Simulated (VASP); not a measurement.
# P (R-3m) in VASP: further runs, part 2 of 2

VASP 6.6.1. The steps go on from the part before.

### Step 4. Relaxation of shape and atoms at fixed volume, PBEsol+D3(BJ)

This run uses another cell than the first one, of 13.85 Å³/atom, 0.858 times its volume.

INCAR reads:

```
PREC = Accurate ; ENCUT = 520
EDIFF = 1E-7 ; ISMEAR = 0
SIGMA = 0.02 ; LREAL = F
LASPH = T ; NELM = 60
ALGO = Fast ; ISIF = 4
LWAVE = F ; LCHARG = F
GGA = PS ; IVDW = 12
IBRION = 2 ; NSW = 80
EDIFFG = -0.002
```

KPOINTS reads:

```
regular mesh
0
Gamma
  15 15 15
```

POSCAR reads:

```
P                                       
1.0
    1.6971601565      0.9798558756      2.7760888637
   -1.6971601565      0.9798558756      2.7760888637
    0.0000000000     -1.9597117425      2.7760888640
  P             
     2
Direct
     0.2412978559540520    0.2412978559540520    0.2412978559536256
     0.7587021440459480    0.7587021440459480    0.7587021440463744
```

Potentials or basis: VASP PAW PBE potentials, release 64 (P).

Launch:

```bash
$ cat potpaw_PBE.64/P/POTCAR > POTCAR
$ mpirun -np 1 vasp_std > vasp.out
```

OUTCAR:

```text
PREC = Accurate
   ENCUT = 520
   EDIFF = 1E-7
   ISMEAR = 0
   LREAL = F
   LASPH = T
   NELM = 60
   ISIF = 4
   GGA = PS
   IVDW = 12
   IBRION = 2
   NSW = 80
   EDIFFG = -0.002
 IVDW          = 12

 ion  position               nearest neighbor table
   1  0.241  0.241  0.241-   2 2.32   2 2.32   2 2.32   2 2.49   2 2.49   2 2.49
   2  0.759  0.759  0.759-   1 2.32   1 2.32   1 2.32   1 2.49   1 2.49   1 2.49

  LATTYP: Found a trigonal (rhomboedric) cell.
 ALAT       =     3.3981082256
 COS(alpha) =     0.5011140909

  Lattice vectors:

 A1 = (   1.6971601565,   0.9798558756,   2.7760888637)
 A2 = (  -1.6971601565,   0.9798558756,   2.7760888637)
 A3 = (   0.0000000000,  -1.9597117425,   2.7760888640)

Analysis of symmetry for initial positions (statically):
=====================================================================
 Subroutine PRICEL returns:
 Original cell was already a primitive cell.

 Routine SETGRP: Setting up the symmetry group for a
 trigonal (rhombohedral) supercell.

 Subroutine GETGRP returns: Found 12 space group operations
 (whereof 12 operations were pure point group operations)
 out of a pool of 12 trial point group operations.
[... 176 lines left out ...]
      1      -6.7409      2.00000
      2       8.0173      2.00000
      3       8.0173      2.00000
      4       8.1777      2.00000
      5       9.2951      2.00000
      6      14.0369      0.00000
      7      14.4908      0.00000
      8      14.4908      0.00000
      9      15.9038      0.00000
[... 265 lines left out ...]
 k-point    24 :       0.2000    0.1333    0.0000
  band No.  band energies     occupation
      1      -6.0328      2.00000
      2       4.9518      2.00000
      3       6.8911      2.00000
      4       7.1761      2.00000
      5      10.0504      2.00000
      6      12.8313      0.00000
      7      13.3415      0.00000
      8      15.3222      0.00000
      9      15.7809      0.00000

 [... further k-points ...]

------------------------ aborting loop because EDIFF is reached ----------------------------------------

 Edisp (eV)   -0.81842

 E8    (eV) :    -0.4856

  FORCE on cell =-STRESS in cart. coord.  units (eV):
  Direction    XX          YY          ZZ          XY          YZ          ZX
  --------------------------------------------------------------------------------------
  -------------------------------------------------------------------------------------
  Total       0.00361     0.00361     0.00008    -0.00000    -0.00000     0.00000
  in kB       0.20853     0.20853     0.00481    -0.00000    -0.00000     0.00000
  external pressure =        0.14 kB  Pullay stress =        0.00 kB

 VOLUME and BASIS-vectors are now :
 -----------------------------------------------------------------------------
  energy-cutoff  :      520.00
  volume of cell :       27.70
      direct lattice vectors                 reciprocal lattice vectors
     1.697160157  0.979855876  2.776088864     0.294609792  0.170093043  0.120073005
    -1.697160157  0.979855876  2.776088864    -0.294609792  0.170093043  0.120073005
     0.000000000 -1.959711742  2.776088864     0.000000000 -0.340186085  0.120073006

 POSITION                                       TOTAL-FORCE (eV/Angst)
 -----------------------------------------------------------------------------------
      0.00000      0.00000      2.00959         0.000000     -0.000000     -0.000102
      0.00000      0.00000      6.31867         0.000000      0.000000      0.000102
 -----------------------------------------------------------------------------------
    total drift:                               -0.000000     -0.000000     -0.000000

  FREE ENERGIE OF THE ION-ELECTRON SYSTEM (eV)
  ---------------------------------------------------
  free  energy   TOTEN  =       -12.3660305182 eV

  energy  without entropy=      -12.3658896144  energy(sigma->0) =      -12.36596007

 reached required accuracy - stopping structural energy minimisation
```

CONTCAR:

```text
P
   1.00000000000000
     1.6971601565000001    0.9798558756000000    2.7760888637000001
    -1.6971601565000001    0.9798558756000000    2.7760888637000001
     0.0000000000000000   -1.9597117424999999    2.7760888640000001
  P
     2
Direct
     0.2412978559540520    0.2412978559540520    0.2412978559536256
     0.7587021440459480    0.7587021440459480    0.7587021440463744

  0.00000000E+00  0.00000000E+00  0.00000000E+00
  0.00000000E+00  0.00000000E+00  0.00000000E+00
```

It took 2.2 min on 1 thread of AMD EPYC 7R43 (Zen 3), shared host; peak memory 0.17 GiB.

Results:

```
Free energy                : -12.3660 eV
Pressure after relaxing    : 0.0 GPa
Band gap on the k mesh     : none (metal or under the smearing width)
Dispersion energy per atom : -0.409 eV
```

Final structure:
```
CELL_PARAMETERS angstrom
1.69716 0.97986 2.77609
-1.69716 0.97986 2.77609
0.00000 -1.95971 2.77609
ATOMIC_POSITIONS crystal
P 0.24130 0.24130 0.24130
P 0.75870 0.75870 0.75870
```

Levels at points of the mesh, in eV from the Fermi level:
```
           k point  band 3  band 4  band 5  band 6  band 7  band 8
(0.00, 0.00, 0.00)   -2.50   -2.34   -1.22    3.52    3.97    3.97
```

Caveat: the relaxation stopped at its first step, so nothing moved; the PAW data sets were made with another functional, which shifts forces and pressure a little; pairwise dispersion overbinds metals, which lowers pressure and volume.

### Step 5. Relaxation of shape and atoms at fixed volume, PBEsol+D3(BJ) (a relaxed cell with its volume scaled by 0.97)

INCAR is that of step 4.

KPOINTS is that of step 4.

POSCAR reads:

```
P                                       
1.0
    1.6800159525      0.9699576648      2.7480456447
   -1.6800159525      0.9699576648      2.7480456447
    0.0000000000     -1.9399153209      2.7480456450
  P             
     2
Direct
     0.2412978559540520    0.2412978559540520    0.2412978559536256
     0.7587021440459480    0.7587021440459480    0.7587021440463744
```

Launch:

```bash
$ cat potpaw_PBE.64/P/POTCAR > POTCAR
$ mpirun -np 1 vasp_std > vasp.out
```

It took 6.2 min on 1 thread of AMD EPYC 7R43 (Zen 3), shared host; peak memory 0.18 GiB.

The run converged. Its results:

```
Free energy                : -12.3565 eV
Energy gained by relaxing  : 0.9 meV/atom
Ionic steps                : 7
Pressure after relaxing    : 3.7 GPa
Band gap on the k mesh     : none (metal or under the smearing width)
Dispersion energy per atom : -0.422 eV
```

Step by step:
| step | energy change (eV) | largest force (eV/Å) | pressure (GPa) | volume (Å³) |
| --- | --- | --- | --- | --- |
| 1 | 0.0000 | 0.1163 | 4.37 | 26.87 |
| 2 | -0.0011 | 0.0726 | 4.13 | 26.87 |
| 3 | -0.0017 | 0.0059 | 3.79 | 26.87 |
| 4 | -0.0018 | 0.0023 | 3.75 | 26.87 |
| 5 | -0.0018 | 0.0042 | 3.74 | 26.87 |
| 6 | -0.0018 | 0.0042 | 3.74 | 26.87 |
| 7 | -0.0019 | 0.0018 | 3.75 | 26.87 |

Final structure:
```
CELL_PARAMETERS angstrom
1.67995 0.96992 2.74826
-1.67995 0.96992 2.74826
0.00000 -1.93984 2.74826
ATOMIC_POSITIONS crystal
P 0.24328 0.24328 0.24328
P 0.75672 0.75672 0.75672
```

Levels at points of the mesh, in eV from the Fermi level:
```
           k point  band 2  band 3  band 4  band 5  band 6  band 7  band 8  band 9
(0.00, 0.00, 0.00)   -2.43   -2.43   -2.35   -0.79    3.76    4.07    4.07    5.48
```

Caveat: the PAW data sets were made with another functional, which shifts forces and pressure a little; pairwise dispersion overbinds metals, which lowers pressure and volume.

### Step 6. Overview

```tsv
task	cell	gap on the mesh (eV)	pressure (GPa)
relaxation of cell and atoms	relaxed	none	0.0
relaxation of shape and atoms at fixed volume	relaxed at fixed volume	none	0.0
relaxation of shape and atoms at fixed volume	relaxed at fixed volume from: a relaxed cell with its volume scaled by 0.97	none	3.7
```

Alike in all rows: level PBEsol+D3(BJ); potentials or basis VASP PAW PBE potentials, release 64 (P); no spin polarisation; k mesh 15 × 15 × 15; cutoff (eV) 520; smearing gaussian 0.02 eV.

Caveats: the PAW data sets were made with another functional, which shifts forces and pressure a little; pairwise dispersion overbinds metals, which lowers pressure and volume; the relaxation stopped at its first step, so nothing moved (some runs).

Absolute energies hang on the potentials; compare differences alone.
